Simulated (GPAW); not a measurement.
The system is CdSe (Cadmoselite).

```
Cd Se
1.0
     4.30000    0.00000    0.00000
    -2.15000    3.72391    0.00000
     0.00000    0.00000    7.02000
Cd Se
2 2
Direct
  0.66667 0.33333 0.50000
  0.33333 0.66667 0.00000
  0.66667 0.33333 0.88500
  0.33333 0.66667 0.38500
```

Base run:

```yaml
Program: GPAW 26.7.0
Functional: revTPSS
Potentials_or_basis: GPAW PAW data sets (gpaw-data 1.2.1)
Cutoff: 600 eV
Basis: pw
k_mesh: 5 × 5 × 3
Occupations: fermi-dirac, width 0.05 eV
Spin: spin-orbit coupling, no magnetisation
```

Its results: band gap on the k mesh 0.77 eV, direct; pressure 1.3 GPa; largest force 0.263 eV/Å.

Question: The run is repeated on the same cell with these changes: functional from revTPSS to MS2; spin axis theta (degrees) from 90 to 54.7. What comes out?

Answer: Band gap on the k mesh 0.92 eV, direct; pressure 1.0 GPa; largest force 0.274 eV/Å.

Caveats: spin-orbit coupling was added after a scalar SCF, so levels and gaps hold it while energy, forces, pressure and moments don't; this program's spin-orbit splittings come out too wide for heavy elements; the PAW data sets were made with another functional, which shifts forces and pressure a little.

Not every run made on this cell is shown here.
